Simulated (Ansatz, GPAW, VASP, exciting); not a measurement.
PbSe: programs and potentials compared

```
CELL_PARAMETERS angstrom
0.00000 3.06065 3.06065
3.06065 0.00000 3.06065
3.06065 3.06065 0.00000
ATOMIC_POSITIONS crystal
Pb 0.00000 0.00000 0.00000
Se 0.50000 0.50000 0.50000
```

Alike in all runs: task single point; functional PBE; k mesh 8 × 8 × 8; occupations gaussian, width 0.011 eV; no spin polarisation; no spin-orbit coupling. Pressure is positive in compression and, in plane waves, holds the error of the finite cutoff, which Ansatz's Pulay term estimates and takes out.

```
                                                         program and potentials  plane-wave cutoff (eV)                                    notes  band gap (eV)  pressure (GPa)
                                                             Ansatz, Ansatz PAW                     420  15 valence electrons an atom on average           0.29            2.43
                                 Ansatz, all-electron LAPW, scalar-relativistic                       -                                        -           0.28            2.43
exciting, all-electron LAPW+lo, shipped species files, valence relativity iora*                       -                                        -           0.29               -
                                     GPAW, GPAW PAW data sets (gpaw-data 1.2.1)                     600  10 valence electrons an atom on average           0.24            2.22
                                           VASP, PBE PAW files Pb_d, Se, 520 eV                     520  10 valence electrons an atom on average           0.29            2.41
```

The band gap spans 0.24 (GPAW, GPAW PAW data sets (gpaw-data 1.2.1)) to 0.29 eV (VASP, PBE PAW files Pb_d, Se, 520 eV), with all-electron results at 0.28 to 0.29. The pressure spans 2.22 (GPAW, GPAW PAW data sets (gpaw-data 1.2.1)) to 2.43 GPa (Ansatz, all-electron LAPW, scalar-relativistic), with all-electron results at 2.43. Spin-orbit coupling, left out here, moves the band edges of heavy atoms.

Differences between rows come from potentials, basis sets and numerical settings, since the functional is the same but for its coding. Runs on potential files found faulty are left out.
